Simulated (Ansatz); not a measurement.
The system is SrCl2.

```
Sr Cl
1.0
     0.00000    3.48835    3.48835
     3.48835    0.00000    3.48835
     3.48835    3.48835    0.00000
Sr Cl
1 2
Direct
  0.00000 0.00000 0.00000
  0.75000 0.75000 0.75000
  0.25000 0.25000 0.25000
```

| Item | Value |
| --- | --- |
| Program | Ansatz 0.2.0 |
| Task | single point |
| Functional | PBE |
| Potentials or basis | Ansatz PAW |
| Cutoff | 420 eV (not typed: the program's choice for these potentials) |
| k mesh | 7 × 7 × 7 |
| Occupations | fermi-dirac, width 0.05 eV |
| Spin | no spin polarisation |

On this cell: pressure 1.0 GPa; largest force zero by symmetry; band gap on the k mesh 5.38 eV, indirect (least direct gap 5.68 eV).

The same run follows on a disturbed copy (atoms moved at random, drawn with an rms of 0.05 Å):

```
CELL_PARAMETERS angstrom
0.00000 3.48835 3.48835
3.48835 0.00000 3.48835
3.48835 3.48835 0.00000
ATOMIC_POSITIONS crystal
Sr 0.99028 0.99978 0.99929
Cl 0.74941 0.75593 0.74881
Cl 0.26038 0.25031 0.24447
```

What changes?

The energy moves by +3.4 meV/atom; pressure 1.1 GPa; largest force 0.215 eV/Å; band gap on the k mesh 5.37 eV, indirect (least direct gap 5.68 eV).

Forces in eV/Å, atoms in the order of the input:
```
Sr  -0.005  0.124  0.175
Cl  -0.084 -0.013 -0.048
Cl   0.090 -0.111 -0.128
```

Stress tensor (GPa, compression positive):
```
 1.09 -0.09 -0.11
-0.09  1.07  0.22
-0.11  0.22  1.05
```

Caveats: odd divisions of the mesh miss points on the zone boundary, where band edges often lie, so the gap on the mesh can be too wide.

A k mesh can miss the band edges.
